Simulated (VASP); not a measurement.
**A VASP 6.6.1 single-point calculation on GaN**

INCAR

```
EDIFF = 1E-7
NBANDS = 16
LWAVE = .FALSE.
IBRION = -1
SIGMA = 0.02
NSW = 0
METAGGA = SCAN
LCHARG = .FALSE.
ISMEAR = -1
LREAL = .FALSE.
PREC = Accurate
LASPH = .TRUE.
ISIF = 2
ENCUT = 520
NELM = 73
```

KPOINTS

```
KPOINTS created by Atomic Simulation Environment
0
Gamma
7 7 7
0 0 0
```

POSCAR

```
Ga N
 1.0000000000000000
     0.0000000000000000    2.2489525410988409    2.2489525410988409
     2.2489525410988409    0.0000000000000000    2.2489525410988409
     2.2489525410988409    2.2489525410988409    0.0000000000000000
 Ga  N
   1   1
Cartesian
  0.0000000000000000 -0.0000000000000000  0.0000000000000000
  1.1244762705494205  1.1244762705494205  1.1244762705494205
```

The recommended PBE PAW datasets give the neutral cell 18 valence electrons.

Command

```
mpirun -np 1 vasp_std
```

Question: Predict the outcome of this run.

Answer: It converged. Results: gap between bands v and c on the k mesh 2.06 eV; least direct gap on the k mesh 2.06 eV; pressure 0.1 GPa. Band v is the last that the valence electrons fill when counted band by band, and c is the next.

OSZICAR

```
N       E                     dE             d eps       ncg     rms          rms(c)
DAV:   1     0.706477978902E+02    0.70648E+02   -0.97581E+03   704   0.208E+03
DAV:   2    -0.250386074031E+02   -0.95686E+02   -0.89324E+02   736   0.346E+02
DAV:   3    -0.317591336899E+02   -0.67205E+01   -0.66919E+01   728   0.763E+01
DAV:   4    -0.318421172881E+02   -0.82984E-01   -0.82966E-01   848   0.902E+00
DAV:   5    -0.318431331309E+02   -0.10158E-02   -0.10158E-02   720   0.874E-01    0.717E+00
DAV:   6    -0.267409550749E+02    0.51022E+01   -0.36906E+00   968   0.429E+01    0.236E+00
DAV:   7    -0.268522808448E+02   -0.11133E+00   -0.44480E-01   672   0.774E+00    0.181E+00
DAV:   8    -0.268835429995E+02   -0.31262E-01   -0.43643E-02   888   0.449E+00    0.200E-01
DAV:   9    -0.268828265475E+02    0.71645E-03   -0.94912E-03   856   0.285E+00    0.107E-01
DAV:  10    -0.268830736025E+02   -0.24706E-03   -0.94124E-04   736   0.327E-01    0.574E-02
DAV:  11    -0.268830395266E+02    0.34076E-04   -0.62339E-05   864   0.160E-01    0.219E-02
DAV:  12    -0.268830388154E+02    0.71114E-06   -0.70552E-06   760   0.685E-02    0.200E-03
DAV:  13    -0.268830409003E+02   -0.20849E-05   -0.49860E-07   848   0.758E-03    0.564E-04
DAV:  14    -0.268830403648E+02    0.53549E-06   -0.29386E-08   536   0.283E-03    0.250E-04
DAV:  15    -0.268830402138E+02    0.15103E-06   -0.65257E-09   360   0.114E-03    0.497E-05
DAV:  16    -0.268830402012E+02    0.12602E-07   -0.20195E-09   352   0.571E-04
   1 F= -.26883040E+02 E0= -.26883040E+02  d E =-.642638E-13
```

For comparison, a separate PBE run of the intended cell, on usual settings and not on those above, gives a gap of 1.76 eV on its mesh and a pressure of 6.2 GPa.
